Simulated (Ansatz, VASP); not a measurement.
# Mn3Si in VASP and in Ansatz

```xyz
4
Lattice="0.0000 2.7804 2.7804 2.7804 0.0000 2.7804 2.7804 2.7804 0.0000" Properties=species:S:1:pos:R:3 pbc="T T T"
Mn    2.7804    2.7804    2.7804
Mn    1.3902    1.3902    1.3902
Mn    4.1707    4.1707    4.1707
Si    0.0000    0.0000    0.0000
```

Alike in both runs: task single point; functional PBEsol; k mesh 6 × 6 × 6; collinear spin.

```csv
,VASP,Ansatz
version,VASP 6.6.1,Ansatz 0.2.0
potentials or method,"VASP PAW PBE potentials, release 64 (Mn_pv, Si)","plane waves, PAW"
plane-wave cutoff (eV),520,420
occupations,"fermi-dirac, width 0.1 eV",fermi-dirac
valence electrons in the cell,43,49
```

```csv
,VASP,Ansatz,Ansatz less VASP
pressure (GPa),0.2,-0.1,-0.27
net moment per atom (μB),0.29,0.30,+0.002
size of the moment on the site where the two differ most (μB),2.14,2.06,-0.087
```

Site moments also hang on the region over which each program counts them. The two sets of potentials don't hold the same shells in valence. Ansatz warned: «seeded_moment_not_kept».

Caveats: the PAW data sets were made with another functional, which shifts forces and pressure a little (VASP).
